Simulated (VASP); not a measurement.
# H14CO8 in VASP: further runs, part 2 of 2

VASP 6.6.1. Earlier steps stand in the parts before.

## 4. Single point, PBEsol

INCAR reads:

```
SYSTEM = H14CO8
ALGO = Normal ; EDIFF = 1E-7
ENCUT = 520 ; GGA = PS
ISIF = 2 ; ISMEAR = -1
LASPH = .TRUE. ; LCHARG = .TRUE.
LELF = .TRUE. ; LREAL = Auto
LVHAR = .TRUE. ; LWAVE = .FALSE.
NBANDS = 50 ; NELM = 100
PREC = Accurate ; SIGMA = 0.05
```

KPOINTS reads:

```
k-points
0
G
  1 1 1
  0 0 0
```

POSCAR reads:

```
H14CO8
1.0
    6.8105660000      0.0000000000      0.0000000000
    0.0000000000      6.8105660000      0.0000000000
    0.0000000000      0.0000000000      6.8105660000
O H C
8 14 1
Direct
    0.3860178435      0.1186245020      0.8695459379
    0.1487247903      0.8466990849      0.9794193317
    0.6354097442      0.5532726649      0.5843567187
    0.8096830719      0.2229623793      0.6807510565
    0.8885164610      0.7280598999      0.3297523290
    0.4101127571      0.3157299995      0.2673346092
    0.9364126271      0.1129274718      0.3728764981
    0.8806316538      0.1197991474      0.0591287127
    0.3168459127      0.0133615914      0.9408175473
    0.5171816850      0.0548999892      0.8552005810
    0.0096908245      0.8305183446      1.0339081950
    0.1539372792      0.7524191088      0.8749199406
    0.5371800229      0.5376058319      0.4695057650
    0.7215846671      0.3654909151      0.6532496712
    0.8556410730      0.1683413684      0.5438461355
    0.8732607540      0.2081471643      0.8259225445
    0.7613317307      0.5851202382      0.5110882121
    0.7765433886      0.7773656404      0.2607712780
    0.4131374690      0.2814156709      0.1317952135
    0.4227108290      0.2035219980      0.3527606957
    0.9542672371     -0.1442905039      0.3554917462
    0.9684217141      0.3772520522      0.2171919338
    0.9352086156      0.2061943163      0.2082352627
```

Potentials or basis: VASP PAW PBE potentials, release 64 (O, H, C).

Command:

```
$ cat potpaw_PBE.64/O/POTCAR potpaw_PBE.64/H/POTCAR potpaw_PBE.64/C/POTCAR > POTCAR
$ mpirun -np 1 vasp_gam > vasp.out
```

OUTCAR:

```text
SYSTEM = H14CO8
   EDIFF = 1E-7
   ENCUT = 520
   GGA = PS
   ISIF = 2
   ISMEAR = -1
   LASPH = .TRUE.
   LREAL = Auto
   NELM = 100
   PREC = Accurate

 ion  position               nearest neighbor table
   1  0.386  0.119  0.870-   9 0.99  10 1.00
   2  0.149  0.847  0.979-  12 0.96  11 1.02
   3  0.635  0.553  0.584-  17 1.02  13 1.03
   4  0.810  0.223  0.681-  15 1.05  16 1.08  14 1.16
   5  0.889  0.728  0.330-  18 0.96  21 0.99
   6  0.410  0.316  0.267-  19 0.95  20 0.96
   7  0.936  0.113  0.373-  23 1.29  15 1.34
   8  0.881  0.120  0.059-  23 1.23
   9  0.317  0.013  0.941-   1 0.99
  10  0.517  0.055  0.855-   1 1.00
  11  0.010  0.831  0.034-   2 1.02
  12  0.154  0.752  0.875-   2 0.96
  13  0.537  0.538  0.470-   3 1.03
  14  0.722  0.365  0.653-   4 1.16
  15  0.856  0.168  0.544-   4 1.05   7 1.34
  16  0.873  0.208  0.826-   4 1.08
  17  0.761  0.585  0.511-   3 1.02
  18  0.777  0.777  0.261-   5 0.96
  19  0.413  0.281  0.132-   6 0.95
  20  0.423  0.204  0.353-   6 0.96
  21  0.954  0.856  0.355-   5 0.99
  22  0.968  0.377  0.217-  23 1.19
  23  0.935  0.206  0.208-  22 1.19   8 1.23   7 1.29

  LATTYP: Found a simple cubic cell.
 ALAT       =     6.8105660000

  Lattice vectors:

 A1 = (   6.8105660000,   0.0000000000,   0.0000000000)
 A2 = (   0.0000000000,   6.8105660000,   0.0000000000)
 A3 = (   0.0000000000,   0.0000000000,   6.8105660000)

Analysis of symmetry for initial positions (statically):
=====================================================================
 Subroutine PRICEL returns:
 Original cell was already a primitive cell.

 Routine SETGRP: Setting up the symmetry group for a
 simple cubic supercell.

 Subroutine GETGRP returns: Found  1 space group operations
 (whereof  1 operations were pure point group operations)
 out of a pool of 48 trial point group operations.

The static configuration has the point symmetry C_1 .

Analysis of symmetry for dynamics (positions and initial velocities):
=====================================================================
 Subroutine PRICEL returns:
 Original cell was already a primitive cell.

 Routine SETGRP: Setting up the symmetry group for a
 simple cubic supercell.

 Subroutine GETGRP returns: Found  1 space group operations
 (whereof  1 operations were pure point group operations)
 out of a pool of 48 trial point group operations.

The dynamic configuration has the point symmetry C_1 .

 Subroutine INISYM returns: Found  1 space group operations
 (whereof  1 operations are pure point group operations),
 and found     1 'primitive' translations

----------------------------------------------------------------------------------------

                                     Primitive cell

  volume of cell :     315.9000

  direct lattice vectors                    reciprocal lattice vectors
     6.810566000  0.000000000  0.000000000     0.146830675  0.000000000  0.000000000
     0.000000000  6.810566000  0.000000000     0.000000000  0.146830675  0.000000000
     0.000000000  0.000000000  6.810566000     0.000000000  0.000000000  0.146830675

  length of vectors
     6.810566000  6.810566000  6.810566000     0.146830675  0.146830675  0.146830675

  position of ions in fractional coordinates (direct lattice)
     0.386017843  0.118624502  0.869545938
     0.148724790  0.846699085  0.979419332
     0.635409744  0.553272665  0.584356719
     0.809683072  0.222962379  0.680751057
     0.888516461  0.728059900  0.329752329
     0.410112757  0.315730000  0.267334609
[... 15 lines left out ...]
     0.968421714  0.377252052  0.217191934
     0.935208616  0.206194316  0.208235263

  ion indices of the primitive-cell ions
   primitive index   ion index
                 1           1
                 2           2
                 3           3
                 4           4
                 5           5
                 6           6
[... 15 lines left out ...]
                22          22
                23          23

----------------------------------------------------------------------------------------

 KPOINTS: k-points

Automatic generation of k-mesh.
 Grid dimensions read from file:
 generate k-points for:    1    1    1

 Generating k-lattice:

  Cartesian coordinates                     Fractional coordinates (reciprocal lattice)
     0.146830675  0.000000000  0.000000000     1.000000000  0.000000000  0.000000000
     0.000000000  0.146830675  0.000000000     0.000000000  1.000000000  0.000000000
     0.000000000  0.000000000  0.146830675     0.000000000  0.000000000  1.000000000

  Length of vectors
     0.146830675  0.146830675  0.146830675

  Shift w.r.t. Gamma in fractional coordinates (k-lattice)
     0.000000000  0.000000000  0.000000000

 Subroutine IBZKPT returns following result:
 ===========================================

 Found      1 irreducible k-points:

 Following reciprocal coordinates:
            Coordinates               Weight
  0.000000  0.000000  0.000000      1.000000
   k-points           NKPTS =      1   k-points in BZ     NKDIM =      1   number of bands    NBANDS=     50
   number of dos      NEDOS =    301   number of ions     NIONS =     23
   total plane-waves  NPLWV = 157464
   dimension x,y,z NGX =    54 NGY =   54 NGZ =   54
   dimension x,y,z NGXF=   108 NGYF=  108 NGZF=  108
   ions per type =               8  14   1
   NGX,Y,Z   is equivalent  to a cutoff of  13.18, 13.18, 13.18 a.u.
   NGXF,Y,Z  is equivalent  to a cutoff of  26.36, 26.36, 26.36 a.u.
 SYSTEM =  H14CO8
   PREC   = accura    normal or accurate (medium, high low for compatibility)
   ISTART =      0    job   : 0-new  1-cont  2-samecut
   ICHARG =      2    charge: 1-file 2-atom 10-const
   ISPIN  =      1    spin polarized calculation?
   LNONCOLLINEAR =      F non collinear calculations
   LSORBIT =      F    spin-orbit coupling
   LASPH  =      T    aspherical Exc in radial PAW
   ENCUT  =  520.0 eV  38.22 Ry    6.18 a.u.  12.66 12.66 12.66*2*pi/ulx,y,z
   NELM   =    100;   NELMIN=  2; NELMDL= -5     # of ELM steps
   EDIFF  = 0.1E-06   stopping-criterion for ELM
   LREAL  =      T    real-space projection
   EDIFFG = 0.1E-05   stopping-criterion for IOM
   NSW    =      0    number of steps for IOM
   IBRION =     -1    ionic relax: 0-MD 1-quasi-New 2-CG
   NFREE  =      0    steps in history (QN), initial steepest desc. (CG)
   ISIF   =      2    stress and relaxation
   ISYM   =      2    0-nonsym 1-usesym 2-fastsym
   POTIM  = 0.5000    time-step for ionic-motion
   TEBEG  =    0.0;   TEEND  =   0.0 temperature during run
   PSTRESS=    0.0 pullay stress
   NELECT =      66.0000    total number of electrons
   NUPDOWN=      -1.0000    fix difference up-down
   EMIN   =  10.00;   EMAX   =-10.00  energy-range for DOS
   EFERMI =   0.00;   METHOD = LEGACY
   ISMEAR =    -1;   SIGMA  =   0.05  broadening in eV -4-tet -1-fermi 0-gaus
   EFERMI_NEDOS =   21; number of points for ismear=-14 and -15
   IALGO  =     38    algorithm
   IMIX   =      4    mixing-type and parameters
     AMIX     =   0.40;   BMIX     =  1.00
     AMIX_MAG =   1.60;   BMIX_MAG =  1.00
  volume/ion in A,a.u.               =      13.73        92.69
  Fermi-wavevector in a.u.,A,eV,Ry     =   0.971418  1.835714 12.839185  0.943653
  Thomas-Fermi vector in A             =   2.101634
   LORBIT       =      0    0 simple, 1 ext, 2 COOP (PROOUT), +10 PAW based schemes
   GGA     = PS    functional components
   LHFCALC =     F    Hartree Fock is set to
   AEXX    =    0.0000 exact exchange contribution
   IVDW    =     0    specifies the selected vdW correction
   LEPSILON=     F    determine dielectric tensor
   LRPA    =     F    only Hartree local field effects (RPA)
 non-spin polarized calculation
  energy-cutoff  :      520.00
  volume of cell :      315.90
 maximum number of plane-waves:      4205
 NGX is ok and might be reduce to    50
   NGX = 25   NGY = 25   NGZ = 25

 number of electron      65.9999998 magnetization

 Free energy of the ion-electron system (eV)
  ---------------------------------------------------
  ext. energy  EPLUGINS =         0.00000000
  ---------------------------------------------------
  free energy    TOTEN  =      -118.24779300 eV

  energy without entropy =     -118.24779300  energy(sigma->0) =     -118.24779300

 E-fermi :  -2.6027     XC(G=0):  -5.7903

 val. band max:       -3.8556845825   @ k =   0.0000   0.0000   0.0000
 cond. band min:       0.5478471831   @ k =   0.0000   0.0000   0.0000
 fundamental gap:      4.4035317656
 Fermi energy:        -2.6027152756

 k-point     1 :       0.0000    0.0000    0.0000
  band No.  band energies     occupation
      1     -24.5236      2.00000
      2     -23.3085      2.00000
      3     -22.9968      2.00000
      4     -22.7380      2.00000
      5     -22.6518      2.00000
      6     -22.4430      2.00000
[... 37 lines left out ...]
     44       5.4750      0.00000
     45       5.7910      0.00000
 [bands above 45 left out]

------------------------ aborting loop because EDIFF is reached ----------------------------------------

  FORCE on cell =-STRESS in cart. coord.  units (eV):
  Direction    XX          YY          ZZ          XY          YZ          ZX
  --------------------------------------------------------------------------------------
  -------------------------------------------------------------------------------------
  Total       -2.9985635     -3.7181369     -0.8898557      1.2361070      2.4051584     -2.2289046
  in kB      -15.2080738    -18.8575968     -4.5131583      6.2692706     12.1984497    -11.3045281
  external PRESSURE =     -12.8596096 kB  Pullay stress =       0.0000000 kB

 VOLUME and BASIS-vectors are now :
 -----------------------------------------------------------------------------
  energy-cutoff  :      520.00
  volume of cell :      315.90
      direct lattice vectors                 reciprocal lattice vectors
     6.810566000  0.000000000  0.000000000     0.146830675  0.000000000  0.000000000
     0.000000000  6.810566000  0.000000000     0.000000000  0.146830675  0.000000000
     0.000000000  0.000000000  6.810566000     0.000000000  0.000000000  0.146830675

 POSITION                                       TOTAL-FORCE (eV/Angst)
 -----------------------------------------------------------------------------------
      2.62900      0.80790      5.92210         1.686287     -0.287197      0.166272
      1.01290      5.76650      6.67040        -1.715204     -0.506050      1.032900
      4.32750      3.76810      3.97980        -0.118572     -0.849246     -1.486724
      5.51440      1.51850      4.63630        -1.558783      2.326370      2.254831
      6.05130      4.95850      2.24580         0.717334     -0.808828      0.150836
      2.79310      2.15030      1.82070         0.020212      1.602938      1.666130
[... 15 lines left out ...]
      6.59550      2.56930      1.47920        -0.182112     -1.498389     -0.289895
      6.36930      1.40430      1.41820        -0.570439      1.005499      1.917487
 -----------------------------------------------------------------------------------
    total drift:                                0.002921     -0.003714     -0.007666

  FREE ENERGIE OF THE ION-ELECTRON SYSTEM (eV)
  ---------------------------------------------------
  free  energy   TOTEN  =      -118.2477929975 eV

  energy  without entropy=     -118.2477929975  energy(sigma->0) =     -118.24779300
```

Run time: 40 s. Hardware: 1 thread of Intel Xeon Platinum 8559C (Emerald Rapids), shared host; peak memory 0.37 GiB.

Results:

| Item | Value |
| --- | --- |
| Free energy | -118.2478 eV |
| Pressure | -1.3 GPa |
| Largest force | 3.595 eV/Å |
| Band gap on the k mesh | 4.40 eV, direct |

Forces on the atoms (eV/Å):
```
O    1.686 -0.287  0.166
O   -1.715 -0.506  1.033
O   -0.119 -0.849 -1.487
O   -1.559  2.326  2.255
O    0.717 -0.809  0.151
O    0.020  1.603  1.666
O    0.753 -0.050 -0.115
O   -0.201  0.416 -2.258
H   -0.899 -0.024 -0.034
H   -0.572  0.847 -0.152
H    1.709  0.541 -0.367
H    0.217 -0.559 -0.608
H    1.070 -0.329  1.413
H    0.673 -1.371  0.281
H    1.192 -0.043 -0.071
H   -0.708 -0.356 -1.645
H   -0.583  0.664  0.029
H   -1.022  0.212 -0.553
H    0.087 -0.940 -1.471
H   -0.043 -0.490 -0.189
H    0.049  0.498  0.327
H   -0.182 -1.498 -0.290
C   -0.570  1.005  1.917
```

Caveat: the standard files for N, O and F lose accuracy on very short bonds; the PAW data sets were made with another functional, which shifts forces and pressure a little. Expect the measured gap to be larger: semilocal functionals such as PBEsol lack the derivative discontinuity.
